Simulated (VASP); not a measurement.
A run of VASP 6.6.1 is set up as follows.

Contents of INCAR:

```
SYSTEM = In
ALGO = Fast
EDIFF = 1E-6
ENCUT = 520
GGA = PS
ISIF = 2
ISMEAR = 0
LASPH = .True.
LCHARG = .True.
LELF = .True.
LREAL = .False.
LVHAR = .True.
LWAVE = .False.
NBANDS = 12
NELM = 100
PREC = Accurate
SIGMA = 0.3
```

Contents of KPOINTS:

```
k-points
0
Gamma
  5 5 5
  0 0 0
```

POSCAR

```
In
1.0
    4.5600000000      0.0000000000      0.0000000000
    0.0000000000      4.5600000000      0.0000000000
    0.0000000000      0.0000000000      4.5600000000
In
1
Direct
    0.0000000000      0.0000000000      0.0000000000
```

Potentials or basis: VASP PAW PBE potentials, release 64 (In_d).

The run is started by

```sh
$ cat potpaw_PBE.64/In_d/POTCAR > POTCAR
$ mpirun -np 1 vasp_std > vasp.out
```

Problem. Predict the band gap on the k mesh.

Solution. None (metal or under the smearing width).

Problem. Estimate the pressure.

Solution. -2.1 GPa.

Caveat: the PAW data sets were made with another functional, which shifts forces and pressure a little.
